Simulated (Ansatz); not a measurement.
KBr:

```
Br K
1.0
     0.00000    3.30000    3.30000
     3.30000    0.00000    3.30000
     3.30000    3.30000    0.00000
Br K
1 1
Direct
  0.50000 0.50000 0.50000
  0.00000 0.00000 0.00000
```

Base run:

| Quantity | Value |
| --- | --- |
| Program | Ansatz 0.2.0 |
| Functional | HSE(alpha, omega) |
| Potentials or basis | all-electron PAW datasets made for the crystal |
| Cutoff | 220 eV (chosen from the basis error) |
| k mesh | 4 × 4 × 4 |
| Occupations | fermi-dirac, width 0.05 eV |
| Spin | no spin polarisation |

Its results: band gap on the k mesh 5.63 eV, direct; pressure 0.5 GPa.

After a change of settings the same cell gave: band gap on the k mesh 5.18 eV, direct; pressure 0.5 GPa. Which change was it?
A. screening of exact exchange from 0.2 1/A to 0.3 1/A
B. functional from HSE(alpha, omega) to HSE06; k mesh from 4 × 4 × 4 to 6 × 6 × 6
C. screening of exact exchange from 0.2 1/A to 0.4 1/A
D. screening of exact exchange from 0.2 1/A to 0.6 1/A

C.
